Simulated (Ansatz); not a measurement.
# FeO (Wuestite) (R-3m) in Ansatz: a series of runs

One crystal, FeO (Wuestite), is run at these levels: PBE; tasks: single point.

All numbers are computed with Ansatz 0.2.0; they aren't measurements. Logs are shortened: lines on timing, memory, paths and dates and some standing lists are left out, and cuts for length are marked.

## (1) The crystal as given

The structure is trigonal, space group R-3m (No. 166). Conventional cell: a = 3.038 Å, b = 3.038 Å, c = 7.559 Å, α = 90.00°, β = 90.00°, γ = 120.00°. Around Fe (site symmetry -3m) lie 6 O at 2.16 Å. Around O (site symmetry -3m) lie 6 Fe at 2.16 Å.

## (2) Single point, PBE, collinear spin, ferromagnetic start, 9.46 Å³/atom (volume scaled by 0.94)

The input, input.yaml:

```yaml
crystal:
  lattice:
    - [1.4878158575, 0.8589908858, 2.4681429078]
    - [-1.4878158575, 0.8589908858, 2.4681429078]
    - [0.0, -1.7179817717, 2.4681429078]
  atoms:
    - { symbol: Fe, position: [0.0, 0.0, 0.0], spin: 3.0 }
    - { symbol: O, position: [0.5, 0.5, 0.5] }
kpoints:
  mp_grid: { grid: [11, 11, 11] }
scf:
  occupations: { method: fermi_dirac, width: 0.05 }
hamiltonian:
  xc: pbe
  pseudopotentials: { kind: all_electron, lapw: { basis_error: 0.0005 } }
magnetization:
  spin_polarized: true
output:
  forces: true
  stress: true
  eigenvalues: true
```

Potentials or basis: all-electron LAPW, scalar-relativistic.

On the command line:

```console
$ ansatz run input.yaml --threads 2 --pin off --max-ram 6144MiB --backend cpu --events-out ev --progress --plain --runs-dir out
```

What it wrote:

```text
Warning: RAYON_NUM_THREADS=2 ignored (pool sized by the plan → 2); use --threads N
LAPW: plane waves up to 10.151 Å⁻¹, error target 5.0e-4 eV per atom; small_component_spin mean_spin; O in spheres of 0.963 Å, 8 of its electrons in bands, Dirac shells []; Fe in spheres of 1.152 Å, 16 of its electrons in bands, Dirac shells [] (how accurate: hamiltonian.pseudopotentials.lapw.basis_error, Limitations)
Engine: ansatz 0.2.0, aarch64-unknown-linux-gnu
Pseudopotentials: kind: all_electron
Pseudopotential: Fe, LAPW, valence charge 16, lapw/all_electron/scalar/gaussian/Fe, Koelling and Harmon's equation, gaussian nucleus
Pseudopotential: O, LAPW, valence charge 8, lapw/all_electron/scalar/gaussian/O, Koelling and Harmon's equation, gaussian nucleus
Functional definition: PBE
  parameter kappa = 0.804
  parameter beta = 0.06672455060314922
  exchange = pbe_x(kappa = kappa, mu = beta*pi^2/3)
  correlation = pbe_c(beta = beta)
Crystal: 2 atoms, lattice volume = 18.926 Å³
Basis set: ecut = 392.5830409708981 eV, 331 PW (Γ), exchange–correlation at level 2
Bands: 18, of which v1, the nominal top of the filled ones, is band 12 counted from 1 (11 counted from 0)
Symmetry: 12 space group operations
Space group: R-3m (ITA 166), of the structure as read, at distance tolerance 2.7e-5 Å
Magnetic group: BNS 166.97 (UNI 1327), of the structure as read, at distance tolerance 2.7e-5 Å
k-points: 146 of 1331
Non-local potential: Fe, projectors of the file, none
Non-local potential: O, projectors of the file, none
Initial density: superposition of atomic densities (chi_scale 0.1, normalization cell, long waves kept (reshape's long-wave potential 0.00 eV rms))
Starting moments: Σ|m| = 3 μB on 1 of 2 sites
Initial wavefunctions: plane waves of lowest kinetic energy (no species holds an atomic orbital)
Functional: x = pbe(κ = 0.804, μ = 0.2195149727645171), c = pbe(β = 0.06672455060314922)
iter 1 solved again at ethr=7.47e-3 eV; its pass at ethr=1.00e-1 eV (dr2=1.79e0 eV) is discarded
SCF iter   1: F=—  HF=-36682.751836 eV  |F-HF|=—  |Δ(HF+E_count)|=         —  Δρ=6.66e-2 (↑5.92e-2 ↓6.66e-2)  dr2=1.79e0  dr2_m=3.08e-1  M=4.001 μB ∫|m|=4.002 μB  β_m=0.30  ethr=7.47e-3  ⟨swp⟩=2.0  Hψ=34165  notcnv=0
Mixer restart at iter 1: flushing history
preconditioner: auto → none  [metal: Δε(μ)=0.004 eV  Ē_g=14.609 eV  σ=0.050 eV  W_gap=0.02  n_scr=8 (ndim 8)  ℏωp=31.9 eV  f_vac=0.000  D(μ)=1.22/eV (n_scr^D=14)  sad-step TF]
SCF iter   2: F=—  HF=-36681.786955 eV  |F-HF|=—  |Δ(HF+E_count)|=   9.65e-1  Δρ=3.68e-2 (↑3.68e-2 ↓3.52e-2)  dr2=4.35e-1  dr2_m=1.38e-1  M=4.000 μB ∫|m|=4.001 μB  β_m=0.48  ethr=7.46e-3  ⟨swp⟩=2.0  Hψ=15476  notcnv=0
SCF iter   3: F=—  HF=-36681.720327 eV  |F-HF|=—  |Δ(HF+E_count)|=   6.66e-2  Δρ=1.84e-2 (↑1.76e-2 ↓1.84e-2)  dr2=2.21e-1  dr2_m=1.46e-2  M=4.000 μB ∫|m|=4.005 μB  β_m=0.50  ethr=1.81e-3  ⟨swp⟩=2.0  Hψ=15768  notcnv=0
iter 4 solved again at ethr=1.06e-5 eV; its pass at ethr=9.21e-4 eV (dr2=2.55e-3 eV) is discarded
SCF iter   4: F=—  HF=-36681.656398 eV  |F-HF|=—  |Δ(HF+E_count)|=         —  Δρ=3.92e-3 (↑3.85e-3 ↓3.92e-3)  dr2=2.55e-3  dr2_m=1.58e-3  M=3.998 μB ∫|m|=4.006 μB  β_m=0.50  ethr=1.06e-5  ⟨swp⟩=2.0  Hψ=25740  notcnv=0
Mixer restart at iter 4: flushing history
the basis was enlarged: its passes take 4.1 MiB over the memory plan, 2 of 2 planned eigensolver slots
SCF iter   5: F=—  HF=-36681.658791 eV  |F-HF|=—  |Δ(HF+E_count)|=   2.39e-3  Δρ=3.25e-3 (↑3.25e-3 ↓1.42e-3)  dr2=4.79e-3  dr2_m=2.43e-4  M=3.999 μB ∫|m|=4.008 μB  β_m=0.48  ethr=1.06e-5  ⟨swp⟩=3.0  Hψ=17122  notcnv=0
SCF iter   6: F=—  HF=-36681.656422 eV  |F-HF|=—  |Δ(HF+E_count)|=   2.37e-3  Δρ=1.43e-3 (↑1.43e-3 ↓1.22e-3)  dr2=2.24e-4  dr2_m=2.25e-4  M=3.999 μB ∫|m|=4.008 μB  β_m=0.59  ethr=1.06e-5  ⟨swp⟩=2.5  Hψ=14391  notcnv=0
SCF iter   7: F=—  HF=-36681.657051 eV  |F-HF|=—  |Δ(HF+E_count)|=   6.29e-4  Δρ=5.11e-4 (↑5.11e-4 ↓3.85e-4)  dr2=2.31e-5  dr2_m=2.85e-5  M=3.999 μB ∫|m|=4.009 μB  β_m=0.77  ethr=9.33e-7  ⟨swp⟩=2.6  Hψ=14741  notcnv=0
SCF iter   8: F=—  HF=-36681.657124 eV  |F-HF|=—  |Δ(HF+E_count)|=   7.32e-5  Δρ=9.90e-5 (↑6.21e-5 ↓9.90e-5)  dr2=1.96e-7  dr2_m=9.65e-7  M=3.999 μB ∫|m|=4.010 μB  β_m=0.65  ethr=9.62e-8  ⟨swp⟩=2.8  Hψ=14936  notcnv=0
SCF iter   9: F=—  HF=-36681.657126 eV  |F-HF|=—  |Δ(HF+E_count)|=   1.70e-6  Δρ=1.19e-5 (↑1.19e-5 ↓6.80e-6)  dr2=3.99e-8  dr2_m=7.40e-9  M=3.999 μB ∫|m|=4.010 μB  β_m=0.71  ethr=8.18e-10  ⟨swp⟩=3.0  Hψ=16334  notcnv=0
SCF iter  10: F=—  HF=-36681.657126 eV  |F-HF|=—  |Δ(HF+E_count)|=   3.06e-8  Δρ=3.33e-6 (↑2.21e-6 ↓3.33e-6)  dr2=3.47e-9  dr2_m=4.05e-10  M=3.999 μB ∫|m|=4.010 μB  β_m=0.85  ethr=1.66e-10  ⟨swp⟩=2.1  Hψ=14204  notcnv=0
SCF iter  11: F=-36681.657126 eV  HF=-36681.657126 eV  |F-HF|=1.75e-10  |Δ(HF+E_count)|=   1.04e-8  Δρ=1.28e-6 (↑2.07e-7 ↓1.28e-6)  dr2=2.11e-10  dr2_m=7.17e-11  M=3.999 μB ∫|m|=4.010 μB  ethr=1.44e-11  ⟨swp⟩=2.7  Hψ=14890  notcnv=0
SCF 1 converged in 11 iterations: F = -36681.657126 eV  dr2 = 2.11e-10
SCF converged after 11 iterations
Magnetization: 3.9987 μB (13.9994 up, 10.0006 down)
Absolute magnetization: 4.0099 μB (∫|ρ↑−ρ↓|)
Spin contamination: 0.0108 ħ² per cell (⟨S²⟩ above its minimum at these occupations)
Per-site moments (μB) at R_I (Å): [(3.603628994609071, 1.1519801070876758), (0.3329227216355335, 0.9632961367534557)]
Free energy (F): -36681.657126 eV
Harris-Foulkes:  -36681.657126 eV  (|F-HF|=1.75e-10)
Internal energy: -36681.646416 eV  (E = F + TS)
E sigma→0 (E₀):  -36681.651771 eV
Entropy (-TS):   -0.010710 eV (-5.355 meV/atom)
Fermi energy:    15.828916 eV
--- Per-component energies (eV) ---
  E_band       = -1225.183219
  E_kinetic    = 37159.224727
  E_xc         = -1757.472415
  E_electrostatic = -72083.398728  (all electrons and nuclei)
  E_smearing   = -0.010710  (= −TS)
  E_closure    = 0.000000  (closes the sum)
  E_atoms      = -36665.908118  (free atoms, spherical and without spin; not in F)
  Σ components = -36681.657126   (vs F -36681.657126, Δ=0.00e0)
  Basis errors (estimates in eV, not in F): energy 1.9e-4 per atom: plane waves 1.7e-4 (9.4e-5 summed), levels above the bands 3.1e-134, relativity 6.2e-9, radial functions 1.7e-5, core shells 4.2e-8; eigenvalues (radial functions only) 9.6e-7; not estimated: angular momenta, meshes, grids; target (lapw.basis_error) 5.0e-4; muffin-tin radii O 0.963 Å, Fe 1.152 Å
--- Forces (eV/Å), atoms counted from 1 ---
  atom   1  Fe    -0.00000000    -0.00000000     0.00000000
  atom   2  O      0.00000000    -0.00000000     0.00000000
  max |Σ_I F_I| component: 7.97e-31 eV/Å
--- Stress (GPa, compression-positive) ---
       11.751161       0.000000       0.000000
        0.000000      11.751161       0.000000
        0.000000       0.000000      10.965687
  P = ⅓ Tr σ = 11.4893 GPa (114.893 kbar)
--- Band table (eV; the first three rows and the last of 292) ---
  k-point 0 ↑: bands = ["-491.5181", "-74.0430", "-40.0829", "-40.0684", "-40.0684", "-5.4211", "11.6874", "11.7923", "11.7923", "11.8506", "11.9217", "11.9217", "12.1392", "12.1392", "16.1786", "31.2359", "32.9856", "33.4038"]
  k-point 1 ↑: bands = ["-491.5181", "-74.0424", "-40.0842", "-40.0733", "-40.0692", "-5.3293", "10.8779", "10.9510", "11.0266", "11.9568", "12.0038", "12.2829", "12.9027", "12.9317", "16.7581", "30.0446", "32.8049", "33.1574"]
  k-point 2 ↑: bands = ["-491.5181", "-74.0409", "-40.0922", "-40.0819", "-40.0713", "-5.0732", "9.5647", "10.1377", "10.2243", "12.1414", "12.1895", "12.5347", "13.8340", "13.8484", "17.9583", "28.0897", "31.8556", "32.1414"]
  k-point 145 ↓: bands = ["-491.2296", "-69.8726", "-36.0828", "-36.0194", "-36.0155", "-3.5539", "7.4247", "10.2648", "10.3929", "16.1658", "16.2359", "16.4229", "18.4464", "18.7928", "21.2275", "25.6602", "29.0981", "30.0292"]
```

Wall time 34 s (2 threads of Arm Neoverse V2, shared host); peak memory 0.72 GiB.

What came out:

```yaml
Free_energy: -36681.6571 eV
Pressure: 11.5 GPa
Band_gap_on_the_k_mesh: none (metal or under the smearing width)
Net_moment: 4.00 μB per cell
Absolute_moment: 4.01 μB per cell
Site_moments: Fe +3.60; O +0.33 μB
```

Caveat: a cell with one magnetic atom can't hold antiferromagnetic order, which such compounds often take; semilocal functionals often make such compounds metallic where correlation or magnetic order opens a gap, which also shifts bond lengths.

## (3) Single point, PBE, collinear spin, ferromagnetic start, 9.66 Å³/atom (volume scaled by 0.96)

Changes to input.yaml since step 2:

```diff
@@ -2,5 +2,5 @@
   lattice:
-    - [1.4878158575, 0.8589908858, 2.4681429078]
-    - [-1.4878158575, 0.8589908858, 2.4681429078]
-    - [0.0, -1.7179817717, 2.4681429078]
+    - [1.4982937792, 0.8650403168, 2.4855247686]
+    - [-1.4982937792, 0.8650403168, 2.4855247686]
+    - [0.0, -1.7300806335, 2.4855247686]
   atoms:
```

Potentials or basis: all-electron LAPW, scalar-relativistic.

On the command line:

```console
$ ansatz run input.yaml --threads 2 --pin off --max-ram 6144MiB --backend cpu --events-out ev --progress --plain --runs-dir out
```

Wall time 34 s (2 threads of Arm Neoverse V2, shared host); peak memory 0.72 GiB.

Results (log left out):

```yaml
Free_energy: -36681.6799 eV
Pressure: 6.8 GPa
Band_gap_on_the_k_mesh: none (metal or under the smearing width)
Net_moment: 4.00 μB per cell
Absolute_moment: 4.01 μB per cell
Site_moments: Fe +3.61; O +0.33 μB
```

Caveat: a cell with one magnetic atom can't hold antiferromagnetic order, which such compounds often take; semilocal functionals often make such compounds metallic where correlation or magnetic order opens a gap, which also shifts bond lengths.

## (4) Single point, PBE, collinear spin, ferromagnetic start, 9.87 Å³/atom (volume scaled by 0.98)

Changes to input.yaml since step 3:

```diff
@@ -2,5 +2,5 @@
   lattice:
-    - [1.4982937792, 0.8650403168, 2.4855247686]
-    - [-1.4982937792, 0.8650403168, 2.4855247686]
-    - [0.0, -1.7300806335, 2.4855247686]
+    - [1.5086271663, 0.8710063006, 2.5026668604]
+    - [-1.5086271663, 0.8710063006, 2.5026668604]
+    - [0.0, -1.7420126011, 2.5026668604]
   atoms:
```

On the command line:

```console
$ ansatz run input.yaml --threads 2 --pin off --max-ram 6144MiB --backend cpu --events-out ev --progress --plain --runs-dir out
```

Wall time 34 s (2 threads of Arm Neoverse V2, shared host); peak memory 0.72 GiB.

The run converged. Its results:

* Free energy: -36681.6915 eV
* Pressure: 2.5 GPa
* Band gap on the k mesh: none (metal or under the smearing width)
* Net moment: 4.00 μB per cell
* Absolute moment: 4.01 μB per cell
* Site moments: Fe +3.62; O +0.32 μB

Caveat: a cell with one magnetic atom can't hold antiferromagnetic order, which such compounds often take; semilocal functionals often make such compounds metallic where correlation or magnetic order opens a gap, which also shifts bond lengths.

## (5) Single point, PBE, collinear spin, ferromagnetic start, 10.07 Å³/atom

Changes to input.yaml since step 4:

```diff
@@ -2,5 +2,5 @@
   lattice:
-    - [1.5086271663, 0.8710063006, 2.5026668604]
-    - [-1.5086271663, 0.8710063006, 2.5026668604]
-    - [0.0, -1.7420126011, 2.5026668604]
+    - [1.5188209023, 0.8768916568, 2.5195772846]
+    - [-1.5188209023, 0.8768916568, 2.5195772846]
+    - [0.0, -1.7537833136, 2.5195772846]
   atoms:
```

On the command line:

```console
$ ansatz run input.yaml --threads 2 --pin off --max-ram 6144MiB --backend cpu --events-out ev --progress --plain --runs-dir out
```

It took 33 s on 2 threads of Arm Neoverse V2, shared host; peak memory 0.72 GiB.

It converged, with:

| Property | Result |
| --- | --- |
| Free energy | -36681.6930 eV |
| Pressure | -1.3 GPa |
| Band gap on the k mesh | none (metal or under the smearing width) |
| Net moment | 4.00 μB per cell |
| Absolute moment | 4.01 μB per cell |
| Site moments | Fe +3.62; O +0.32 μB |

Caveat: a cell with one magnetic atom can't hold antiferromagnetic order, which such compounds often take; semilocal functionals often make such compounds metallic where correlation or magnetic order opens a gap, which also shifts bond lengths.

## (6) Single point, PBE, collinear spin, ferromagnetic start, 10.27 Å³/atom (volume scaled by 1.02)

Changes to input.yaml since step 5:

```diff
@@ -2,5 +2,5 @@
   lattice:
-    - [1.5188209023, 0.8768916568, 2.5195772846]
-    - [-1.5188209023, 0.8768916568, 2.5195772846]
-    - [0.0, -1.7537833136, 2.5195772846]
+    - [1.528879612, 0.8826990556, 2.5362637132]
+    - [-1.528879612, 0.8826990556, 2.5362637132]
+    - [0.0, -1.7653981111, 2.5362637132]
   atoms:
```

Potentials or basis: all-electron LAPW, scalar-relativistic.

On the command line:

```console
$ ansatz run input.yaml --threads 2 --pin off --max-ram 6144MiB --backend cpu --events-out ev --progress --plain --runs-dir out
```

It took 32 s on 2 threads of Arm Neoverse V2, shared host; peak memory 0.71 GiB.

The run converged. Its results:

```
Free energy            : -36681.6855 eV
Pressure               : -4.7 GPa
Band gap on the k mesh : none (metal or under the smearing width)
Net moment             : 4.00 μB per cell
Absolute moment        : 4.01 μB per cell
Site moments           : Fe +3.63; O +0.32 μB
```

Caveat: a cell with one magnetic atom can't hold antiferromagnetic order, which such compounds often take; semilocal functionals often make such compounds metallic where correlation or magnetic order opens a gap, which also shifts bond lengths.

## (7) Single point, PBE, collinear spin, ferromagnetic start, 10.47 Å³/atom (volume scaled by 1.04)

Changes to input.yaml since step 6:

```diff
@@ -2,5 +2,5 @@
   lattice:
-    - [1.528879612, 0.8826990556, 2.5362637132]
-    - [-1.528879612, 0.8826990556, 2.5362637132]
-    - [0.0, -1.7653981111, 2.5362637132]
+    - [1.5388076799, 0.8884310282, 2.5527334195]
+    - [-1.5388076799, 0.8884310282, 2.5527334195]
+    - [0.0, -1.7768620564, 2.5527334195]
   atoms:
```

On the command line:

```console
$ ansatz run input.yaml --threads 2 --pin off --max-ram 6144MiB --backend cpu --events-out ev --progress --plain --runs-dir out
```

Wall time 32 s (2 threads of Arm Neoverse V2, shared host); peak memory 0.71 GiB.

It converged, with:

```
Free energy            : -36681.6698 eV
Pressure               : -7.7 GPa
Band gap on the k mesh : none (metal or under the smearing width)
Net moment             : 4.00 μB per cell
Absolute moment        : 4.01 μB per cell
Site moments           : Fe +3.64; O +0.31 μB
```

Caveat: a cell with one magnetic atom can't hold antiferromagnetic order, which such compounds often take; semilocal functionals often make such compounds metallic where correlation or magnetic order opens a gap, which also shifts bond lengths.

## (8) Single point, PBE, collinear spin, ferromagnetic start, 10.67 Å³/atom (volume scaled by 1.06)

Changes to input.yaml since step 7:

```diff
@@ -2,5 +2,5 @@
   lattice:
-    - [1.5388076799, 0.8884310282, 2.5527334195]
-    - [-1.5388076799, 0.8884310282, 2.5527334195]
-    - [0.0, -1.7768620564, 2.5527334195]
+    - [1.5486092669, 0.8940899771, 2.5689933065]
+    - [-1.5486092669, 0.8940899771, 2.5689933065]
+    - [0.0, -1.7881799543, 2.5689933065]
   atoms:
```

On the command line:

```console
$ ansatz run input.yaml --threads 2 --pin off --max-ram 6144MiB --backend cpu --events-out ev --progress --plain --runs-dir out
```

Run time: 32 s. Hardware: 2 threads of Arm Neoverse V2, shared host; peak memory 0.71 GiB.

Results (log left out):

| Property | Result |
| --- | --- |
| Free energy | -36681.6470 eV |
| Pressure | -10.4 GPa |
| Band gap on the k mesh | none (metal or under the smearing width) |
| Net moment | 4.00 μB per cell |
| Absolute moment | 4.01 μB per cell |
| Site moments | Fe +3.64; O +0.31 μB |

Caveat: a cell with one magnetic atom can't hold antiferromagnetic order, which such compounds often take; semilocal functionals often make such compounds metallic where correlation or magnetic order opens a gap, which also shifts bond lengths.
